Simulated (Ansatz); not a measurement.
TaN:

```
Ta N
1.0
     2.92177    0.00000    0.00000
    -1.46088    2.53033    0.00000
     0.00000    0.00000    5.91652
Ta N
2 2
Cartesian
  0.0000 0.0000 2.9583
  0.0000 0.0000 0.0000
  0.0000 1.6869 1.4791
  1.4609 0.8434 4.4374
```

The cell comes from a database or a generator and needn't be the stable form of this composition.

Base run:

```yaml
Program: Ansatz 0.2.0
Functional: PBEsol
Potentials_or_basis: Ansatz PAW
Cutoff: "420 eV (not typed: the program's choice for these potentials)"
k_mesh: 10 × 10 × 5
Occupations: fermi-dirac, width 0.05 eV
Spin: no spin polarisation
```

Its results: band gap on the k mesh none (metal or under the smearing width); pressure -10.4 GPa.

The run is repeated on the same cell with these changes: functional from PBEsol to BLYP. What comes out?

Band gap on the k mesh none (metal or under the smearing width); pressure 9.9 GPa.

BLYP binds less tightly than PBEsol, so the same cell stands under more pressure.

Caveats: spin-orbit coupling is left out, which moves the levels of the heavy elements; the PAW data sets come from PBE, with cores solved anew for the run's functional, which leaves a small shift of forces and pressure.
